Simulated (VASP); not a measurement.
# Ca (P-1) in VASP: notebook

The runs below take Ca through single point, relaxation of the atoms, with LDA.

Program: VASP 6.6.1. These are calculated values, not measurements. Logs are shortened: lines on timing, memory, paths and dates and some standing lists are left out, and cuts for length are marked.

### Step 1. Starting point

The typed cell holds 2 atoms: a = 3.846 Å, b = 3.846 Å, c = 6.449 Å, α = 82.76°, β = 82.76°, γ = 66.06°.

This isn't the form of Ca at room conditions, which is fcc.

### Step 2. Single point, LDA (a zone-boundary wave of random shape, sigma 0.1 Å)

File run.py:

```python
from ase.calculators.vasp import Vasp
from ase.dft.bandgap import bandgap
from ase.io import read

atoms = read('Ca.xyz')
calc = Vasp(
    directory='calc',
    xc='lda',
    pp='LDA',
    setups='minimal',
    prec='Accurate',
    encut=500,
    ediff=1e-06,
    ismear=-5,
    sigma=0.05,
    lreal=False,
    lasph=True,
    nelm=60,
    algo='Normal',
    isif=2,
    lwave=False,
    lcharg=False,
    kpts=[8, 8, 4],
    gamma=True,
)
atoms.calc = calc

print('energy (eV):', atoms.get_potential_energy())
print('free energy (eV):', atoms.get_potential_energy(force_consistent=True))
print('forces (eV/A):')
print(atoms.get_forces())
print('stress (eV/A^3, Voigt):', atoms.get_stress())
print('Fermi level (eV):', calc.get_fermi_level())
gap, top, bottom = bandgap(calc)
print('band gap (eV):', gap, 'from (spin, k, band)', top, 'to', bottom)
```

File Ca.xyz:

```xyz
2
Lattice="2.0964874600 -2.1017318100 -2.4453524600 -2.0964874600 -2.1017318100 -2.4453524600 0.0000000000 4.2034636200 -4.8907049200" Properties=species:S:1:pos:R:3 pbc="T T T"
Ca    -0.0326417018     -0.0833487357     -2.3734112910
Ca     0.0326417018      0.0833487357     -7.4079985490
```

Potentials or basis: VASP PAW LDA potentials, release 64 (Ca_pv).

Run with:

```console
python run.py
```

The log of the run:

```text
energy (eV): -4.3175058
free energy (eV): -4.3175058
forces (eV/A):
[[ 0.05422054  0.19907405 -0.18397185]
 [-0.05422054 -0.19907405  0.18397185]]
stress (eV/A^3, Voigt): [ 0.01331209  0.01326445  0.01097051  0.00045399  0.00047605 -0.00024869]
Fermi level (eV): 1.96649478
band gap (eV): 0.0 from (spin, k, band) (None, None, None) to (None, None, None)
```

OUTCAR:

```text
ENCUT = 500.000000
   EDIFF = 1.00e-06
   PREC = Accurate
   ISIF = 2
   ISMEAR = -5
   NELM = 60
   LASPH = .TRUE.
   LREAL = .FALSE.

 ion  position               nearest neighbor table
   1  0.245  0.260  0.233-   2 3.63   2 3.70   2 4.00   2 4.04   2 4.06
   2  0.755  0.740  0.767-   1 3.63   1 3.70   1 4.00   1 4.04   1 4.06

  LATTYP: Found a base centered monoclinic cell.
 ALAT       =     6.4488837033
 B/A-ratio  =     0.6501861582
 C/A-ratio  =     1.0000000000
 COS(beta)  =    -0.1502806826

  Lattice vectors:

 A1 = (  -2.0964874600,   2.1017318100,   2.4453524600)
 A2 = (   2.0964874600,   2.1017318100,   2.4453524600)
 A3 = (   0.0000000000,   4.2034636200,  -4.8907049200)

Analysis of symmetry for initial positions (statically):
=====================================================================
 Subroutine PRICEL returns:
 Original cell was already a primitive cell.

 Routine SETGRP: Setting up the symmetry group for a
 base centered monoclinic supercell.

 Subroutine GETGRP returns: Found  2 space group operations
 (whereof  2 operations were pure point group operations)
 out of a pool of  4 trial point group operations.

The static configuration has the point symmetry S_2 .

Analysis of symmetry for dynamics (positions and initial velocities):
=====================================================================
 Subroutine PRICEL returns:
 Original cell was already a primitive cell.

 Routine SETGRP: Setting up the symmetry group for a
 base centered monoclinic supercell.

 Subroutine GETGRP returns: Found  2 space group operations
 (whereof  2 operations were pure point group operations)
 out of a pool of  4 trial point group operations.

The dynamic configuration has the point symmetry S_2 .

 Subroutine INISYM returns: Found  2 space group operations
[... 142 lines left out ...]
  ext. energy  EPLUGINS =         0.00000000
  ---------------------------------------------------
  free energy    TOTEN  =        -4.31750580 eV

  energy without entropy =       -4.31750580  energy(sigma->0) =       -4.31750580

 E-fermi :   1.9665     XC(G=0):  -7.8296

 val. band max:        2.0404052648   @ k =   0.5000   0.2500   0.2500
 cond. band min:       1.8580792218   @ k =   0.0000   0.0000   0.0000
 fundamental gap:     -0.1823260430
 Fermi energy:         1.9664947849

 k-point     1 :       0.0000    0.0000    0.0000
  band No.  band energies     occupation
      1     -21.0030      2.00000
      2     -20.8999      2.00000
      3     -20.8612      2.00000
      4     -20.8565      2.00000
      5     -20.8506      2.00000
      6     -20.8421      2.00000
      7      -2.0470      2.00000
      8       0.9488      2.00000
      9       1.8581      0.93479
     10       3.5204      0.00000
     11       3.9884      0.00000
     12       4.0264      0.00000
[... 331 lines left out ...]
 k-point    24 :      -0.2500   -0.3750    0.0000
  band No.  band energies     occupation
      1     -20.9741      2.00000
      2     -20.9486      2.00000
      3     -20.9427      2.00000
      4     -20.9082      2.00000
      5     -20.8844      2.00000
      6     -20.8554      2.00000
      7      -0.3717      2.00000
      8       1.7892      2.07906
      9       2.2537      0.00000
     10       2.9214      0.00000
     11       3.3661      0.00000
     12       3.6168      0.00000

 [... further k-points ...]

------------------------ aborting loop because EDIFF is reached ----------------------------------------

  FORCE on cell =-STRESS in cart. coord.  units (eV):
  Direction    XX          YY          ZZ          XY          YZ          ZX
  --------------------------------------------------------------------------------------
  -------------------------------------------------------------------------------------
  Total       -1.1474850     -1.1433785     -0.9456441      0.0214365     -0.0391337     -0.0410353
  in kB      -21.3283174    -21.2519885    -17.5766982      0.3984408     -0.7273794     -0.7627239
  external PRESSURE =     -20.0523347 kB  Pullay stress =       0.0000000 kB

 VOLUME and BASIS-vectors are now :
 -----------------------------------------------------------------------------
  energy-cutoff  :      500.00
  volume of cell :       86.20
      direct lattice vectors                 reciprocal lattice vectors
     2.096487460 -2.101731810 -2.445352460     0.238494153 -0.118949525 -0.102234751
    -2.096487460 -2.101731810 -2.445352460    -0.238494153 -0.118949525 -0.102234751
     0.000000000  4.203463620 -4.890704920     0.000000000  0.118949525 -0.102234751

 POSITION                                       TOTAL-FORCE (eV/Angst)
 -----------------------------------------------------------------------------------
     -0.03264     -0.08335     -2.37341         0.054221      0.199074     -0.183972
      0.03264      0.08335     -7.40800        -0.054221     -0.199074      0.183972
 -----------------------------------------------------------------------------------
    total drift:                                0.000000     -0.000000      0.000000

  FREE ENERGIE OF THE ION-ELECTRON SYSTEM (eV)
  ---------------------------------------------------
  free  energy   TOTEN  =        -4.3175058005 eV

  energy  without entropy=       -4.3175058005  energy(sigma->0) =       -4.31750580
```

INCAR:

```text
ENCUT = 500.000000
SIGMA = 0.050000
EDIFF = 1.00e-06
ALGO = Normal
PREC = Accurate
ISIF = 2
ISMEAR = -5
NELM = 60
LASPH = .TRUE.
LCHARG = .FALSE.
LWAVE = .FALSE.
LREAL = .FALSE.
```

Run time: 1.9 min. Hardware: 1 thread of Intel Xeon Platinum 8375C at 2.90GHz (Ice Lake), shared host; peak memory 0.24 GiB.

Results:

```
Free energy            : -4.3175 eV
Pressure               : -2.0 GPa
Largest force          : 0.276 eV/Å
Band gap on the k mesh : none (metal or under the smearing width)
```

Forces on the atoms (eV/Å):
```
Ca   0.054  0.199 -0.184
Ca  -0.054 -0.199  0.184
```

Stress tensor (GPa, compression positive):
```
-2.13  0.04 -0.08
 0.04 -2.13 -0.07
-0.08 -0.07 -1.76
```

Caveat: tetrahedron occupations give inexact forces and stress in metals.

### Step 3. Relaxation of the atoms, LDA

File INCAR:

```
PREC = Accurate
ENCUT = 520
EDIFF = 1E-6
ISMEAR = 1
SIGMA = 0.2
LREAL = False
LASPH = True
NELM = 100
ALGO = Normal
ISIF = 2
LWAVE = False
LCHARG = False
IBRION = 3
NSW = 40
EDIFFG = -0.02
AMIX = 0.2
LMAXMIX = 6
POTIM = 0.2
SMASS = 0.4
```

File KPOINTS:

```
Automatic mesh
0
Gamma
  8 8 4
```

File POSCAR:

```
Ca
1.0
    2.0964874600     -2.1017318100     -2.4453524600
   -2.0964874600     -2.1017318100     -2.4453524600
    0.0000000000      4.2034636200     -4.8907049200
Ca
2
Selective dynamics
Direct
    0.2447745500      0.2603442600      0.2327308200  F F F
    0.7552254500      0.7396557400      0.7672691800  T T T
```

Potentials or basis: VASP PAW LDA potentials, release 64 (Ca_sv).

Run with:

```console
cat potpaw_LDA.64/Ca_sv/POTCAR > POTCAR
mpirun -np 1 vasp_std > vasp.out
```

It took 18 min on 1 thread of Intel Xeon Platinum 8375C at 2.90GHz (Ice Lake), shared host; peak memory 0.27 GiB.

It converged, with:

```yaml
Free_energy: -4.3243 eV
Energy_gained_by_relaxing: 16.5 meV/atom
Ionic_steps: 19
Pressure_after_relaxing: -2.0 GPa
Band_gap_on_the_k_mesh: none (metal or under the smearing width)
```

Stress tensor (GPa, compression positive):
```
-2.20  0.00  0.00
 0.00 -2.09 -0.03
 0.00 -0.03 -1.67
```

Step by step:
| step | energy change (eV) | largest force (eV/Å) | pressure (GPa) |
| --- | --- | --- | --- |
| 1 | 0.0000 | 0.2942 | -1.82 |
| 2 | -0.0027 | 0.2810 | -1.83 |
| 3 | -0.0069 | 0.2598 | -1.85 |
| 4 | -0.0115 | 0.2349 | -1.87 |
| 5 | -0.0159 | 0.2086 | -1.90 |
| 6 | -0.0198 | 0.1823 | -1.92 |
| 7 | -0.0231 | 0.1575 | -1.94 |
| 8 | -0.0257 | 0.1347 | -1.95 |
| 9 | -0.0278 | 0.1142 | -1.96 |
| 10 | -0.0293 | 0.0958 | -1.97 |
| 11 | -0.0304 | 0.0799 | -1.97 |
| 12 | -0.0312 | 0.0664 | -1.98 |
| 13 | -0.0318 | 0.0548 | -1.98 |
| 14 | -0.0322 | 0.0450 | -1.98 |
| 15 | -0.0325 | 0.0370 | -1.99 |
| 16 | -0.0327 | 0.0304 | -1.99 |
| 17 | -0.0328 | 0.0248 | -1.99 |
| 18 | -0.0329 | 0.0204 | -1.99 |
| 19 | -0.0329 | 0.0167 | -1.99 |

Final structure:
```
Ca
1.0
     2.09649   -2.10173   -2.44535
    -2.09649   -2.10173   -2.44535
     0.00000    4.20346   -4.89070
Ca
2
Cartesian
  -0.0326 -0.0833 -2.3734
  -0.0176 -0.0726 -7.2662
```

Levels at points of the mesh, in eV from the Fermi level:
```csv
k point,band 6,band 7,band 8,band 9,band 10,band 11,band 12,band 13,band 14
"(0.00, 0.00, 0.00)",-22.86,-22.85,-22.84,-4.00,-1.01,-0.09,1.56,2.02,2.03
"(0.50, 0.00, 0.00)",-22.91,-22.87,-22.87,-1.02,-1.02,0.52,0.53,1.07,1.09
"(0.00, 0.50, 0.00)",-22.91,-22.87,-22.87,-1.03,-1.01,0.52,0.54,1.07,1.10
"(0.50, 0.50, 0.00)",-22.94,-22.89,-22.85,-1.01,-0.14,-0.09,0.23,1.57,2.39
"(0.00, 0.00, 0.50)",-22.87,-22.85,-22.85,-2.98,-2.97,1.35,1.37,1.89,1.90
"(0.50, 0.00, 0.50)",-22.89,-22.87,-22.85,-1.00,-0.71,-0.08,0.40,0.78,1.55
"(0.00, 0.50, 0.50)",-22.89,-22.87,-22.85,-1.00,-0.71,-0.08,0.39,0.78,1.55
"(0.50, 0.50, 0.50)",-22.91,-22.90,-22.90,-0.38,-0.37,0.12,0.13,1.82,1.84
```
